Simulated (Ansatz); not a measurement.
## Ru: single point with PBE

The system is Ru.

```
CELL_PARAMETERS angstrom
2.70580 0.00000 0.00000
-1.35290 2.34329 0.00000
0.00000 0.00000 4.28190
ATOMIC_POSITIONS crystal
Ru 0.66667 0.33333 0.75000
Ru 0.33333 0.66667 0.25000
```

```json
{
 "Program": "Ansatz 0.2.0",
 "Task": "single point",
 "Functional": "PBE",
 "Potentials or basis": "Ansatz PAW",
 "Cutoff": "420 eV (not typed: the program's choice for these potentials)",
 "k mesh": "11 × 11 × 6",
 "Occupations": "gaussian, width 0.013 eV",
 "Spin": "no spin polarisation"
}
```

The pressure is 4.5 GPa. The band gap on the k mesh is none (metal or under the smearing width).

Stress tensor (GPa, compression positive):
```
4.46 0.00 0.00
0.00 4.46 0.00
0.00 0.00 4.59
```

Levels at points of the mesh, in eV from the Fermi level:
```tsv
k point	band 14	band 15	band 16	band 17	band 18	band 19
(0.00, 0.00, 0.00)	-1.86	-1.86	-1.34	-1.34	1.24	1.24
(0.00, 0.00, -0.50)	-2.71	-2.66	-2.66	0.60	0.60	0.60
```

Run time: 1.7 s on 2 threads of Intel(R) Xeon(R) Processor @ 2.50GHz (Skylake/Cascade Lake) (shared host), peak memory 0.33 GiB.
